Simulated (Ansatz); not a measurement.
# Hg: pressure up to the limit of the methods

One table from this session's results is given with a row withheld; the runs are named, their logs left out.

Computed with Ansatz 0.2.0 (DFT, PBE, PAW with Ansatz's default frozen-core files, scalar-relativistic, unless a step's input says otherwise).

1 further run of the same task is left out (it didn't finish).

### Starting point

Symmetry: P6/mmm, No. 191, hexagonal system. Conventional cell: a = 5.486 Å, b = 5.486 Å, c = 3.401 Å, α = 90.00°, β = 90.00°, γ = 120.00°. Hg (site symmetry 6/mmm) has 14 Hg at 3.40 to 3.60 Å as nearest neighbours. Around Hg (site symmetry -6m2) lie 11 Hg at 3.17 to 3.60 Å.

As a file:

```
CELL_PARAMETERS angstrom
5.48595 0.00000 0.00000
-2.74298 4.75098 0.00000
0.00000 0.00000 3.40129
ATOMIC_POSITIONS crystal
Hg 0.00000 0.00000 0.00000
Hg 0.33333 0.66667 0.50000
Hg 0.66667 0.33333 0.50000
```

Whether this phase is the stable one at these pressures isn't tested.

Atoms are numbered in the order of the input: Hg1, Hg2, Hg3.

The first run:

Input file input.yaml:

```yaml
crystal:
  lattice:
    - [5.4859537206, 0.0, 0.0]
    - [-2.7429768603, 4.750975286, 0.0]
    - [0.0, 0.0, 3.4012913068]
  atoms:
    - { symbol: Hg, position: [0.0, 0.0, 0.0] }
    - { symbol: Hg, position: [0.3333333333, 0.6666666667, 0.5] }
    - { symbol: Hg, position: [0.6666666667, 0.3333333333, 0.5] }
kpoints:
  mp_grid: { grid: [7, 7, 10] }
scf:
  occupations: { method: fermi_dirac, width: 0.05 }
hamiltonian:
  xc: pbe
  pseudopotentials: { kind: paw }
output:
  forces: true
  stress: true
  write_density: true
  write_potential: true
  elf: true
  volumetric_format: npy
relax:
  f_tol: 0.005
  max_steps: 40
  cell: {}
```

The run is started by

```
$ ansatz run input.yaml --threads 1 --pin off --max-ram 3072MiB --backend cpu --events-out ev --progress --plain --runs-dir out
```

Steps of the session up to this table: Cell relaxed at zero pressure, PAW; Volume scaled by 1, PAW; Shape and atoms relaxed at 0.76 of the volume, PAW; Volume scaled by 0.76, PAW; Shape and atoms relaxed at 0.68 of the volume, PAW; Volume scaled by 0.68, PAW; Shape and atoms relaxed at 0.6 of the volume, PAW; Volume scaled by 0.6, PAW; Shape and atoms relaxed at 0.45 of the volume, PAW; Volume scaled by 0.45, PAW; Volume scaled by 0.45, PAW (cutoff 300 eV).

One table of the session follows, with a row left open; its other results are not shown here.

```
             method  volume over the first  volume (Å³/atom)  pressure (GPa)
                PAW                      1            29.472           -0.02
                PAW                   0.76            22.399            8.83
                PAW                   0.68            20.041           19.63
                PAW                    0.6                 ?               ?
                PAW                   0.45            13.262          172.80
PAW (cutoff 300 eV)                   0.45            13.262          174.63
```

Estimate the missing values for PAW, 0.6.

The run gave: volume (Å³/atom): 17.683; pressure (GPa): 41.35. In the column «volume (Å³/atom)» it lies between PAW (cutoff 300 eV), 0.45 (13.262) and PAW, 0.68 (20.041).

Limits of these values: Warnings in the runs' records: cutoff below recommended.
